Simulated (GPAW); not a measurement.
Runs of GPAW 26.7.0 on SnO. Symmetry: P4/nmm, No. 129, tetragonal system. The conventional cell has a = 3.814 Å, b = 3.814 Å, c = 4.887 Å, α = 90.00°, β = 90.00°, γ = 90.00°. Sn (site symmetry 4mm) has 4 O at 2.23 Å as nearest neighbours. Around O (site symmetry -4m2) lie 4 Sn at 2.23 Å. The cell is a database's computed one.

```csv
task,level,potentials or basis,spin,cell,k mesh,band path,band points,spin axis theta (degrees),spin axis phi (degrees),soc after scf,gap on the mesh (eV),pressure (GPa),V0 of scaled cells (Å³/atom),B0 (GPa),largest force (eV/Å)
band structure,BP86,"PAW data sets generated in the run's folder for this functional, pw","SOC, no magnetisation",as given,4 × 4 × 4,"GXMGZRAZ,XR,MA",80,90,0,second variation,0.23,(c),-,-,0.28
equation of state,PBEsol,"PAW data sets generated in the run's folder for this functional, pw",off,as given,6 × 6 × 5,-,-,-,-,-,-,-,17.54,(b),-
band structure,optPBE-vdW,"GPAW PAW data sets (gpaw-data 1.2.1), pw","SOC, no magnetisation",as given,4 × 4 × 4,"GXMGZRAZ,XR,MA",100,90,45,second variation,0.24,-,-,-,0.59
band structure,r2SCAN,"GPAW PAW data sets (gpaw-data 1.2.1), pw",off,as given,6 × 6 × 5,"GXMGZRAZ,XR,MA",80,-,-,-,0.28,-0.6,-,-,0.10
single point,TB-mBJ,"GPAW PAW data sets for LDA (gpaw-data 1.2.1), pw",off,as given,6 × 6 × 6,-,-,-,-,-,0.24,-,-,-,-
band structure,LDA,"the program's PAW data sets (release 1.2.1) made for this functional, pw",off,as given,6 × 6 × 5,"GXMGZRAZ,XR,MA",80,-,-,-,0.23,-4.1,-,-,0.30
relaxation of cell and atoms,rSCAN,"GPAW PAW data sets (gpaw-data 1.2.1), pw",off,relaxed,4 × 4 × 4,-,-,-,-,-,0.25,0.1,-,-,0.01
equation of state,LDA,"the program's PAW data sets (release 1.2.1) made for this functional, pw",off,as given,6 × 6 × 5,-,-,-,-,-,-,-,(a),102,-
```

Alike in all rows: cutoff (eV) 800; smearing fermi-dirac 0.05 eV.

Estimate the missing entries.

(a) 17.02; (b) 95; (c) 3.1.

Caveats: the PAW data sets were made with another functional, which shifts forces and pressure a little (some runs); spin-orbit coupling is left out, which moves the levels of the heavy elements (some runs); spin-orbit coupling was added after a scalar SCF, so levels and gaps hold it while energy, forces, pressure and moments don't (some runs); this program's spin-orbit splittings come out too wide for heavy elements (some runs); the cell was scaled at fixed shape and fractional positions, which overstates the stiffness of a crystal with free parameters, most of all of layers and chains (some runs); a model potential gives levels but no total energy (some runs); later steps reuse the first step's grids (some runs).

A k mesh can miss the band edges, and rows without SOC leave out spin-orbit coupling on Sn.

Runs at the PBE level aren't shown here.
